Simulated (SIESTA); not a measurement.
Ga, 1 atom in the cell. It takes space group I4/mmm (No. 139, tetragonal). Conventional cell: a = 2.769 Å, b = 2.769 Å, c = 4.622 Å, α = 90.00°, β = 90.00°, γ = 90.00°. Around Ga (site symmetry 4/mmm) lie 12 Ga at 2.77 to 3.03 Å. This isn't the form of Ga at room conditions, which is orthorhombic.

```yaml
Program: SIESTA 5.4.2
Task: electrostatic potential
Functional: revPBE
Dispersion: D3(BJ)
Potentials_or_basis: PseudoDojo 0.4 stringent (PBE files, fully relativistic)
Basis: TZP (energy shift 0.002 Ry; radii capped at 9.5 bohr)
Grid_cutoff: 800 Ry
Energy_shift: 0.002 Ry
k_mesh: 10 × 10 × 10
Occupations: fermi-dirac, width 0.05 eV
Spin: non-collinear spin, ferromagnetic start, spin-orbit coupling
Starting_moments: "[[0.0, 0.0, 0.5]] μB"
Dispersion_by: program
```

Potentials or basis: PseudoDojo 0.4 stringent (PBE files, fully relativistic), TZP (energy shift 0.002 Ry; radii capped at 9.5 bohr).

Command:

```console
$ siesta < Ga.fdf > Ga.out 2>&1
```

Hardware: 1 thread of Arm Neoverse V1, on a shared host.

Problem. How long does it take, and how much memory?

Solution. Run time: 10 min on 1 thread of Arm Neoverse V1 (shared host), peak memory 0.46 GiB. Counts: scf iterations 14, k points 1000, bands 52.
